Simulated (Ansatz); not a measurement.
Start from `CC(C)c1cccc(O)c1` and change one atom or group to get `Oc1ccccc1`.

Ansatz, PBE0-D4/def2-TZVP geometries, multiplicity 1. Each molecule was computed in one conformer, which needn't be the lowest.

```json
{"property": "LUMO energy (PBE0/def2-TZVPP) / eV", "`CC(C)c1cccc(O)c1`": "-0.10"}
{"property": "HOMO–LUMO gap (PBE0/def2-TZVPP) / eV", "`CC(C)c1cccc(O)c1`": "6.29"}
{"property": "size of the dipole moment (ωB97M-V/def2-TZVPP) / D", "`CC(C)c1cccc(O)c1`": "1.61"}
{"property": "HOMO energy (PBE0/def2-TZVPP) / eV", "`CC(C)c1cccc(O)c1`": "-6.39"}
{"property": "HOMO–LUMO gap (B3LYP/def2-TZVPP) / eV", "`CC(C)c1cccc(O)c1`": "5.89"}
{"property": "HOMO energy (B3LYP/def2-TZVPP) / eV", "`CC(C)c1cccc(O)c1`": "-6.18"}
```

(1) What does the change do to each property? (Estimate.)

Answers

(1) Computed: 
```csv
property,`Oc1ccccc1`,shift
LUMO energy (PBE0/def2-TZVPP) / eV,-0.25,-0.15
HOMO–LUMO gap (PBE0/def2-TZVPP) / eV,6.28,-0.01
size of the dipole moment (ωB97M-V/def2-TZVPP) / D,1.30,-0.31
HOMO energy (PBE0/def2-TZVPP) / eV,-6.53,-0.14
HOMO–LUMO gap (B3LYP/def2-TZVPP) / eV,5.88,-0.01
HOMO energy (B3LYP/def2-TZVPP) / eV,-6.32,-0.14
```

Dipoles are sizes alone; their direction can turn.

B3LYP here is the variant with VWN-RPA as its local correlation; programs differ in this.

Positive LUMOs are unbound, so they and the gaps depend on the basis.
